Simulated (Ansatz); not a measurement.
Method: DFT PBE, scalar-relativistic, plane waves, PAW in Ansatz 0.2.0. Cutoff 420 eV, Γ-centred 16×16×16 mesh (2-atom cell), Gaussian smearing of 0.10 eV, no spin polarisation.

Energies over the elements count from the elements' standard structures at the same level, with no fitted energy shifts.

Question: Give a relaxed trial structure of a cubic metal made of In and Se, with a formation energy near −0.43 eV/atom and a density near 6.18 g/cm³, in a cell of 2 atoms. Its symmetry should be Fm-3m (No. 225).

Answer: InSe, space group Fm-3m (No. 225). In is surrounded by 6 Se at 2.96 Å; around Se lie 6 In at 2.96 Å.

Space group Fm-3m (No. 225). a = 5.927 Å, b = 5.927 Å, c = 5.927 Å, α = 90.00°, β = 90.00°, γ = 90.00°
```
atom  site  symmetry       x       y       z
  In    4a      m-3m  0.0000  0.0000  0.0000
  Se    4b      m-3m  0.5000  0.0000  0.0000
```

| Item | Value |
| --- | --- |
| Volume per atom | 26.03 Å³ |
| Density | 6.18 g/cm³ |
| Energy over the elements | −0.43 eV/atom |
| Gap on the 16×16×16 mesh of the 2-atom cell | 0 eV (a metal) |

The structure comes from a generated guess, relaxed at this level; another structure or a mixture of phases may lie lower. Other answers may fit too; this one was computed.

An odd number of electrons in the primitive cell allows no gap without spin; a larger cell or a magnetic state could open one. The reference form of Se is held partly by dispersion forces, which this level lacks. A later test with randomly moved atoms ended 4 meV/atom lower, in R-3m at a loose tolerance, which is no clear verdict on its stability.
